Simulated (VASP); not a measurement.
# NiO: single point with LDA+U

NiO:

```
Ni O
1.0
     0.00000    2.28355    2.28355
     2.28355    0.00000    2.28355
     2.28355    2.28355    0.00000
Ni O
1 1
Cartesian
  0.0000 0.0000 0.0000
  1.1418 1.1418 1.1418
```

Measurements of this composition are mostly on another form, of space group No. 225.

```
Program             : VASP 6.6.1
Task                : single point
Functional          : LDA
Potentials or basis : VASP PAW LDA potentials, release 64 (Ni, O)
Cutoff              : 520 eV
k mesh              : 7 × 7 × 7
Occupations         : gaussian, width 0.05 eV
Spin                : collinear spin, ferromagnetic start
Starting moments    : [1.0, 0.0] μB
Fixed moment        : 2 μB
Hubbard terms       : Ni d U = 5 eV
```

The pressure is -22.6 GPa and the net moment is 2.00 μB per cell. The site moments are Ni +1.63; O +0.34 μB and the valence electrons inside the program's atomic spheres are Ni 9.10; O 4.92.

Eigenvalues of the final occupation matrices:
```
    site  spin  trace               eigenvalues
site 1 d     1   4.96  0.98 0.98 1.00 1.00 1.00
site 1 d     2   3.36  0.48 0.48 0.48 0.96 0.96
```

Run time: 4.4 s on 1 thread of Intel(R) Xeon(R) 6975P-C (Granite Rapids), with other jobs on the host, peak memory 0.13 GiB.

Caveat: the total moment is fixed, so each spin has its own Fermi level; a cell with one magnetic atom can't hold antiferromagnetic order, which such compounds often take. The state reached can hang on the start; a lower one may exist.
